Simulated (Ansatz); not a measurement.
# BAs: the cost of one run

Program: Ansatz 0.2.0. Level of theory: DFT PBE, scalar-relativistic, plane waves, PAW. These are calculated values, not measurements.

1 further run of the same task is left out (set aside as unsound or not needed).

## 1. The system as given

The structure is hexagonal, space group P-6m2 (No. 187). Conventional cell: a = 3.384 Å, b = 3.384 Å, c = 5.121 Å, α = 90.00°, β = 90.00°, γ = 120.00°. B (site symmetry -6m2) has 3 As at 1.95 Å as nearest neighbours. Around As (site symmetry -6m2) lie 3 B at 1.95 Å.

Structure file:

```
B As
1.0
     3.38397    0.00000    0.00000
    -1.69199    2.93060    0.00000
     0.00000    0.00000    5.12058
B As
1 1
Direct
  0.66667 0.33333 0.50000
  0.33333 0.66667 0.50000
```

The cell was relaxed beforehand at this level, from a generated guess; it needn't be the stable form of this composition. At a tolerance of 0.02 Å it has space group P-6m2 (No. 187); it has 25.39 Å³/atom, an uncorrected energy of +0.35 eV/atom over the elements.

## 2. Electronic structure at the relaxed geometry

input.yaml

```yaml
crystal:
  lattice:
    - [3.3839707244, 0.0, 0.0]
    - [-1.6919853622, 2.930604613, 0.0]
    - [0.0, 0.0, 5.1205753876]
  atoms:
    - { symbol: B, position: [0.6666666667, 0.3333333333, 0.5] }
    - { symbol: As, position: [0.3333333333, 0.6666666667, 0.5] }
basis:
  ecutwfc: 420
kpoints:
  mp_grid: { grid: [12, 12, 8] }
  band_path:
    path:
      - [[0.0, 0.0, 0.0], [0.5, 0.0, 0.0], [0.33333333, 0.33333333, 0.0], [0.0, 0.0, 0.0], [0.0, 0.0, 0.5], [0.5, 0.0, 0.5], [0.33333333, 0.33333333, 0.5], [0.0, 0.0, 0.5]]
      - [[0.5, 0.0, 0.5], [0.5, 0.0, 0.0]]
      - [[0.33333333, 0.33333333, 0.5], [0.33333333, 0.33333333, 0.0]]
    npoints: 14
hamiltonian:
  xc: pbe
scf:
  occupations: { method: gaussian, width: 0.02 }
  n_extra_bands: 6
output:
  forces: true
  stress: true
  eigenvalues: true
  populations: true
  dos: { projected: true, de: 0.02, nscf_kmesh: { grid: [18, 18, 12] } }
  bader: true
  write_density: true
  write_potential: true
  elf: true
  volumetric_format: npy
```

Launch:

```
$ ansatz run input.yaml --threads 1 --pin off --max-ram 2560MiB --backend cpu --events-out ev --progress --plain --runs-dir out
```

Q: Estimate wall time and peak memory on 1 thread of Arm Neoverse V1, shared host.

About 48 s, with a peak of 0.37 GiB.
